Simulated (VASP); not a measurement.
## Ta: relaxation of cell and atoms with LDA

Ta:

```
CELL_PARAMETERS angstrom
-1.65150 1.65150 1.65150
1.65150 -1.65150 1.65150
1.65150 1.65150 -1.65150
ATOMIC_POSITIONS crystal
Ta 0.00000 0.00000 0.00000
```

```
Program                : VASP 6.6.1
Task                   : relaxation of cell and atoms
Functional             : LDA
Potentials or basis    : VASP PAW LDA potentials, release 64 (Ta_pv)
Cutoff                 : 600 eV
k mesh                 : 23 × 23 × 23
Occupations            : fermi-dirac, width 0.05 eV
Spin                   : no spin polarisation
Target pressure        : 10.6 GPa
P gpa                  : 10.6
Further INCAR settings : ALGO = Fast; EDIFF = 1e-06; IBRION = 2; EDIFFG = -0.005; NSW = 40; ISIF = 3
Target pressure        : 10.6 GPa
```

| Item | Value |
| --- | --- |
| Relaxed volume | 16.53 Å³/atom |
| Relaxed cell | a = 2.780 Å, b = 2.780 Å, c = 2.780 Å, α = 109.47°, β = 109.47°, γ = 109.47° |
| Space group after relaxing (to 0.05 Å) | Im-3m (No. 229) |
| Energy change on relaxing (the enthalpy is what falls) | +5.5 meV/atom |
| Ionic steps | 5 |
| Pressure after relaxing | 10.6 GPa |
| Band gap on the k mesh | none (metal or under the smearing width) |

Step by step:
| step | energy change (eV) | largest force (eV/Å) | pressure (GPa) | volume (Å³) |
| --- | --- | --- | --- | --- |
| 1 | 0.0000 | 0.0000 | -8.21 | 18.02 |
| 2 | 1.0797 | 0.0000 | 104.92 | 13.05 |
| 3 | -0.0018 | 0.0000 | 8.84 | 16.65 |
| 4 | 0.0036 | 0.0000 | 10.17 | 16.56 |
| 5 | 0.0055 | 0.0000 | 10.61 | 16.53 |

Final structure:
```cif
data_structure
_symmetry_space_group_name_H-M 'P 1'
_symmetry_Int_Tables_number 1
_cell_length_a 2.7796
_cell_length_b 2.7796
_cell_length_c 2.7796
_cell_angle_alpha 109.471
_cell_angle_beta 109.471
_cell_angle_gamma 109.471
_cell_volume 16.53
loop_
_atom_site_label
_atom_site_type_symbol
_atom_site_fract_x
_atom_site_fract_y
_atom_site_fract_z
_atom_site_occupancy
Ta1 Ta 0.00000 0.00000 0.00000 1
```

Levels at points of the mesh, in eV from the Fermi level:
| k point | band 3 | band 4 | band 5 | band 6 | band 7 | band 8 | band 9 |
| --- | --- | --- | --- | --- | --- | --- | --- |
| (0.00, 0.00, 0.00) | -32.56 | -8.15 | 0.66 | 0.66 | 0.66 | 4.24 | 4.24 |

It took 96 s on 1 thread of Intel(R) Xeon(R) Platinum 8488C (Sapphire Rapids) (shared host), peak memory 0.21 GiB.

Caveat: the cell is relaxed towards a set pressure, so the enthalpy falls and the energy may rise. Spin-orbit coupling is left out, which matters for the levels of Ta.
